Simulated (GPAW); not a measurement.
Set up this calculation in GPAW 26.7.0, as an ASE script.

* Task: equation of state
* Functional: PBE
* Potentials or basis: GPAW PAW data sets (gpaw-data 1.2.1)
* Cutoff: 600 eV
* Basis: pw
* k mesh: 8 × 8 × 4
* Occupations: fermi-dirac, width 0.05 eV
* Spin: no spin polarisation
* Maxiter: 150
* Eos scales: [0.94, 0.96, 0.98, 1.0, 1.02, 1.04, 1.06]

Crystal: Ca.

```
Ca
1.0
     3.98000    0.00000    0.00000
    -1.99000    3.44678    0.00000
     0.00000    0.00000    6.52000
Ca
2
Direct
  0.66667 0.33333 0.75000
  0.33333 0.66667 0.25000
```

This isn't the form of Ca at room conditions, which is fcc.

These files were run (other wordings do the same):

run.py

```python
from ase import Atoms
from ase.eos import EquationOfState
from ase.io import Trajectory
from ase.units import GPa
from gpaw import GPAW, PW

atoms = Atoms(['Ca', 'Ca'],
              cell=[[3.98, 0.0, 0.0],
                    [-1.99, 3.4467811071, 0.0],
                    [0.0, 0.0, 6.52]],
              scaled_positions=[[0.6666666667, 0.3333333333, 0.75],
                                [0.3333333333, 0.6666666667, 0.25]],
              pbc=True)

traj = Trajectory('eos.traj', 'w')
volumes, energies = [], []
for x in [0.94, 0.96, 0.98, 1.0, 1.02, 1.04, 1.06]:
    a = atoms.copy()
    a.set_cell(atoms.cell * x**(1 / 3), scale_atoms=True)
    calc = GPAW(mode=PW(600),
                xc='PBE',
                kpts={'size': (8, 8, 4), 'gamma': True},
                occupations={'name': 'fermi-dirac', 'width': 0.05},
                nbands=19,
                convergence={'density': 1e-05, 'energy': 1e-05},
                maxiter=150,
                txt=f'eos-{x:.2f}.txt')
    a.calc = calc
    energies.append(a.get_potential_energy(force_consistent=True))
    volumes.append(a.get_volume())
    p = -a.get_stress()[:3].mean() / GPa
    calc.write(f'eos-{x:.2f}.gpw')
    traj.write(a)
    print(f'{x:.2f} {volumes[-1]:10.4f} A^3 {energies[-1]:14.6f} eV {p:9.3f} GPa', flush=True)

v0, e0, B = EquationOfState(volumes, energies, eos='birchmurnaghan').fit()
print(f'V0 = {v0:.4f} A^3, E0 = {e0:.6f} eV, B0 = {B / GPa:.2f} GPa')
```

Potentials or basis: GPAW PAW data sets (gpaw-data 1.2.1), pw.

Run with:

```sh
$ OMP_NUM_THREADS=1 python run.py
```

Results of the run:

```
Equilibrium volume                        : 42.61 Å³/atom
Bulk modulus at fixed shape and positions : 17.5 GPa
Pressure derivative of the bulk modulus   : 3.4
```

Caveat: the cell was scaled at fixed shape and fractional positions, which overstates the stiffness of a crystal with free parameters, most of all of layers and chains; the cell was measured hot, at 723 K.

Run time: 4.8 min on 1 thread of Arm Neoverse V1 (shared host), peak memory 0.42 GiB.
